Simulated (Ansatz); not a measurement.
Input of an Ansatz 0.2.0 run:

input

```
crystal:
  lattice:
    - [2.908394, 0.0, 0.0]
    - [0.0, 2.908394, 0.0]
    - [0.0, 0.0, 4.103427]
  atoms:
    - { symbol: Si, position: [0.5, 0.5, 0.5] }
    - { symbol: Mg, position: [0.0, 0.0, 0.0] }
hamiltonian:
  xc:
    exchange: hjs_pbesol
    correlation: pbesol
    exx: { coeff: 0.25, omega: 0.207 }
  pseudopotentials: { kind: paw }
kpoints:
  mp_grid: { grid: [5, 5, 4] }
  band_path:
    path:
      - [[0.0, 0.0, 0.0], [0.0, 0.5, 0.0], [0.5, 0.5, 0.0], [0.0, 0.0, 0.0], [0.0, 0.0, 0.5], [0.0, 0.5, 0.5], [0.5, 0.5, 0.5], [0.0, 0.0, 0.5]]
      - [[0.0, 0.5, 0.0], [0.0, 0.5, 0.5]]
      - [[0.5, 0.5, 0.0], [0.5, 0.5, 0.5]]
    npoints: 4
scf:
  occupations: { method: fermi_dirac, width: 0.05 }
  n_extra_bands: 6
output:
  forces: true
  stress: true
  eigenvalues: true
  fatbands: false
```

Q: What does it give for the band gap on the k mesh?

A: None (metal or under the smearing width).

Q: What does it give for the pressure?

A: -1.6 GPa.

Stress tensor (GPa, compression positive):
```
-3.33  0.00  0.00
 0.00 -3.33  0.00
 0.00  0.00  1.99
```

Caveat: the k mesh is coarse (spacing up to 0.43 Å⁻¹), so the values aren't converged, least of all with exact exchange; the PAW data sets come from PBE, with cores solved anew for the run's functional, which leaves a small shift of forces and pressure; the thresholds are loose for stress.
